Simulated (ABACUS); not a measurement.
I:

```
I
1.0
    -1.61746    1.61746    4.26481
     1.61746   -1.61746    4.26481
     1.61746    1.61746   -4.26481
I
1
Cartesian
  0.0000 0.0000 0.0000
```

- Program: ABACUS 3.10.1
- Task: single point
- Functional: PBE
- Potentials or basis: PseudoDojo NC SR 0.4.1 PBE standard
- Cutoff: 1361 eV
- Density cutoff: 5442 eV
- Basis: DZP LCAO (the cutoffs set its grid)
- k mesh: 11 × 11 × 11
- Occupations: fermi-dirac, width 0.05 eV
- Spin: no spin polarisation

On this cell: pressure 0.9 GPa; band gap on the k mesh none (metal or under the smearing width).

The same run follows on a disturbed copy (cell strained at random at fixed volume):

```
I
1.0
    -1.58994    1.63206    4.23669
     1.68421   -1.64020    4.27552
     1.55534    1.60560   -4.23977
I
1
Direct
  0.00275 0.01163 0.01539
```

Problem. What does the disturbed cell give?

Solution. The energy (extrapolated to zero smearing) moves by -0.8 meV/atom; pressure 0.8 GPa; band gap on the k mesh none (metal or under the smearing width).

Stress tensor (GPa, compression positive):
```
 1.20 -0.03 -0.02
-0.03  1.08  0.00
-0.02  0.00  0.04
```

Caveats: the atomic orbitals were generated for these runs and aren't a published set; the basis of atomic orbitals isn't converged, which shifts pressures, moduli and gaps; an odd number of electrons without spin polarisation forces a metal; a magnetic or distorted state may lie lower.
